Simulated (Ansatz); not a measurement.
A run of Ansatz 0.2.0:

The input input.yaml:

```yaml
crystal:
  lattice:
    - [0.0, 2.9165, 2.9165]
    - [2.9165, 0.0, 2.9165]
    - [2.9165, 2.9165, 0.0]
  atoms:
    - { symbol: Cd, position: [0.0, 0.0, 0.0] }
    - { symbol: S, position: [0.75, 0.75, 0.75] }
kpoints:
  mp_grid: { grid: [6, 6, 6] }
scf:
  occupations: { method: fermi_dirac, width: 0.05 }
hamiltonian:
  xc: pbesol
  pseudopotentials: { kind: all_electron, datasets: crystal }
output:
  forces: true
  stress: true
  eigenvalues: true
  elf: true
  volumetric_format: npy
```

Potentials or basis: all-electron PAW datasets made for the crystal.

The run is started by

```sh
$ ansatz run input.yaml --threads 2 --pin off --max-ram 8192MiB --backend cpu --events-out ev --progress --plain --runs-dir out
```

Hardware: 2 threads of AMD EPYC 7R13 Processor (Zen 3), on a shared host.

Question: Estimate the wall time of this run.

Answer: Wall time 3.6 s on 2 threads of AMD EPYC 7R13 Processor (Zen 3), on a shared host, peak memory 0.5 GiB. Counts: scf iterations 8, plane waves 459, k points 16, bands 13.
